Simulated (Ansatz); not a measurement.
# WSe₂: random displacements

Level of theory: DFT PBE+D3(BJ), scalar-relativistic, plane waves, PAW in Ansatz 0.2.0. Settings: plane waves to 420 eV, k-mesh 12×12×2 (Γ-centred), Gaussian smearing 0.05 eV. Spin–orbit coupling is left out, which matters for the heavy elements here. No spin polarisation. Energies are free energies at this smearing, counted from the undisturbed cell; pressure is positive in compression.

Zero of the scan (as given, not relaxed at this level):

```
CELL_PARAMETERS angstrom
3.29000 0.00000 0.00000
-1.64500 2.84922 0.00000
0.00000 0.00000 12.97000
ATOMIC_POSITIONS crystal
W 0.33333 0.66667 0.25000
W 0.66667 0.33333 0.75000
Se 0.33333 0.66667 0.62100
Se 0.66667 0.33333 0.12100
Se 0.33333 0.66667 0.87900
Se 0.66667 0.33333 0.37900
```

The atoms are displaced (Å, in the unstrained cell):

| atom | ux | uy | uz |
| --- | --- | --- | --- |
| W1 | -0.010 | -0.025 | -0.030 |
| W2 | -0.007 | -0.013 | -0.005 |
| Se3 | -0.016 | 0.041 | -0.003 |
| Se4 | 0.019 | -0.003 | 0.013 |
| Se5 | 0.030 | 0.021 | 0.008 |
| Se6 | -0.016 | -0.020 | 0.017 |

The cell is not strained.

Q: What are the energy change, the stress and the forces?

A: ΔE = 10.1 meV/atom; stress (xx, yy, zz, yz, xz, xy; compression positive) (-0.71, -0.17, 0.23, 0.78, -0.09, 0.03) GPa; gap on the mesh 0.93 eV.
```csv
atom,Fx (eV/Å),Fy,Fz
W1,0.27,0.28,1.33
W2,0.26,0.81,0.21
Se3,0.05,-0.51,-0.21
Se4,-0.30,-0.22,-0.85
Se5,-0.31,-0.31,0.00
Se6,0.03,-0.05,-0.48
```

Cost: 1 run of about 3.3 core-minutes, on Intel Xeon Processor @ 2.50GHz (Skylake/Cascade Lake) (shared hosts).